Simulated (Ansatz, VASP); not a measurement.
## Sn: VASP beside Ansatz

```xyz
1
Lattice="2.7174 0.0000 0.0000 0.0000 2.7174 0.0000 0.0000 0.0000 2.7174" Properties=species:S:1:pos:R:3 pbc="T T T"
Sn    0.0000    0.0000    0.0000
```

Change from the starting cell: volume scaled by 0.68, PAW files.

Alike in both runs: task single point; functional PBE; k mesh 12 × 12 × 12; occupations fermi-dirac, width 0.08 eV; no spin polarisation.

|  | VASP | Ansatz |
| --- | --- | --- |
| version | VASP 6.6.1 | Ansatz 0.2.0 |
| potentials or method | VASP PAW PBE potentials, release 64 (Sn_d) | PAW with Ansatz's default frozen-core files, scalar-relativistic |
| plane-wave cutoff (eV) | 520 | 420 |
| valence electrons in the cell | 14 | 14 |

```tsv
	VASP	Ansatz	Ansatz less VASP
pressure (GPa)	45.1	45.2	+0.06
```

With one functional, cell and mesh, what is left measures potentials, basis and numerics.

Caveats: so large a pressure means that the cell lies far from this level's equilibrium, or that cutoff or potentials fall short (VASP).
